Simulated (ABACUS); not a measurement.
## Sb: equation of state with PBE

Crystal: Sb.

```
Sb
1.0
     2.15420    1.24373    3.75800
    -2.15420    1.24373    3.75800
     0.00000   -2.48746    3.75800
Sb
2
Cartesian
  0.0000 0.0000 8.6416
  0.0000 0.0000 2.6324
```

- Program: ABACUS 3.10.1
- Task: equation of state
- Functional: PBE
- Potentials or basis: PseudoDojo NC SR 0.4.1 PBE standard
- Cutoff: 1361 eV
- Density cutoff: 5442 eV
- Basis: DZP LCAO (the cutoffs set its grid)
- k mesh: 8 × 8 × 8
- Occupations: fermi-dirac, width 0.05 eV
- Spin: no spin polarisation
- Orbital files: Sb Sb_confined-atom_8au_2s2p2d.orb
- Radial cutoff of the potentials (pseudo_rcut): 10 bohr
- SCF threshold on the density: 1e-07
- Max SCF steps: 100
- Eigensolver: genelpa
- Mixing: broyden
- Mixing share: 0.7
- Symmetry key: 1
- Bands: 19

| Item | Value |
| --- | --- |
| Equilibrium volume | 32.25 Å³/atom (rough: see the caveat) |
| Bulk modulus at fixed shape and positions | 49 GPa (rough) |

Energy against volume, from the lowest point:
```tsv
volume (Å³/atom)	energy (meV/atom)
28.393	90.25
28.998	61.61
29.602	39.23
30.206	22.37
30.810	10.59
31.414	3.25
32.018	0.00
```

All runs of the series together: 44 s on 4 threads of AMD EPYC 7B13 (Zen 3), on a shared host.

Caveat: the atomic orbitals were generated for these runs and aren't a published set; the minimum lies outside the volumes run; the cell was scaled at fixed shape and fractional positions, which overstates the stiffness of a crystal with free parameters, most of all of layers and chains; the basis of atomic orbitals isn't converged, which shifts pressures, moduli and gaps. The run has no spin-orbit coupling, so splittings on Sb are missing.
